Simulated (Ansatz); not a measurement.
Choice of functional: Al

```
Al
1.0
     0.00000    2.02398    2.02398
     2.02398    0.00000    2.02398
     2.02398    2.02398    0.00000
Al
1
Cartesian
  0.0000 0.0000 0.0000
```

The cell is COD entry 4313206, as deposited and not checked against the literature; nothing was relaxed.

One fixed cell is solved with several functionals by PAW with the default files in Ansatz 0.2.0, scalar-relativistically. A positive pressure means that the functional wants a larger cell.

The PAW files were made with PBE; their cores are remade for each functional.

Sampling and basis: a Γ-centred 14×14×14 k mesh, Fermi–Dirac smearing of 0.05 eV, cutoff 420 eV, no spin polarisation.

Cutoffs: PBE 420 eV, LDA 420 eV, PBEsol 420 eV, r²SCAN 500 eV.

```
setting  P (GPa)  lowest level at Γ above −25 eV, from the valence-band top or, without a gap, the Fermi level (eV)
    PBE    -0.61                                                                                             -11.06
    LDA        ?                                                                                             -11.04
 PBEsol        ?                                                                                             -11.06
 r²SCAN    -3.71                                                                                             -11.78
```

Question: Give the missing entry: row "LDA", column "P (GPa)".

Answer: -3.80.

Question: What belongs in the row "PBEsol", column "P (GPa)"?

Answer: -2.11.
